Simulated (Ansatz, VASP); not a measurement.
# La in VASP and in Ansatz

```
La
1.0
     3.71717    0.00000    0.00000
    -1.85858    3.21916    0.00000
     0.00000    0.00000    6.14199
La
2
Direct
  0.33333 0.66667 0.25000
  0.66667 0.33333 0.75000
```

Alike in both runs: task single point; functional LDA; k mesh 11 × 11 × 6; occupations fermi-dirac, width 0.1 eV; no spin polarisation.

```csv
,VASP,Ansatz
version,VASP 6.6.1,Ansatz 0.2.0
potentials or method,"VASP PAW LDA potentials, release 64 (La)","plane waves (420 eV) with PAW, scalar-relativistic"
plane-wave cutoff (eV),520,420
valence electrons in the cell,22,22
```

Ansatz gave:

| Property | Result |
| --- | --- |
| pressure (GPa) | -2.8 |
| largest component of the traceless stress (GPa) | 0.37 |

Task: What did VASP give for the same quantities?

Result: Pressure (GPa): -2.9; largest component of the traceless stress (GPa): 0.37.

Ansatz warned: «pseudo_functional_mismatch».

Spin-orbit coupling is left out, which matters for the levels of La.
